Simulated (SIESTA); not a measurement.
In under changes of volume

One of the cells (26.144 Å³/atom); the others are scaled copies at fixed shape and fractional positions:

```
In
1.0
    -1.62547    1.62547    2.47370
     1.62547   -1.62547    2.47370
     1.62547    1.62547   -2.47370
In
1
Direct
  0.00000 0.00000 0.00000
```

* Program: SIESTA 5.4.2
* Functional: LDA
* Potentials or basis: PseudoDojo 0.4 standard (LDA files)
* Basis: DZP (energy shift 0.003 Ry; two zetas on semicore shells)
* Grid cutoff: 500 Ry
* Energy shift: 0.003 Ry
* k mesh: 11 × 11 × 11
* Occupations: fermi-dirac, width 0.05 eV
* Spin: no spin polarisation

```csv
volume (Å³/atom),energy over the lowest point (meV/atom),pressure (GPa)
24.575,0.51,0.8
25.098,0.00,-0.4
25.621,2.90,-1.3
26.144,?,?
26.666,17.40,-3.0
27.189,28.32,-3.7
27.712,41.23,-4.2
```

What does the run at 26.144 Å³/atom give?

Energy over the lowest point 8.82 meV/atom; pressure -2.2 GPa.

Worked out: A Birch-Murnaghan fit of order 3 (a polynomial in V^(-2/3)) to the other rows has its minimum at 24.91 Å³/atom with B0 = V·E''(V) = 53 GPa and B' = 5.2 at fixed shape and positions, which overstates the stiffness. It gives 8.84 meV/atom at 26.144 Å³/atom, against the run's 8.82, and -dE/dV = -2.2 GPa, against -2.2.

Energies are extrapolated to zero smearing.

Caveats: the basis of atomic orbitals isn't converged, which shifts pressures, moduli and gaps.
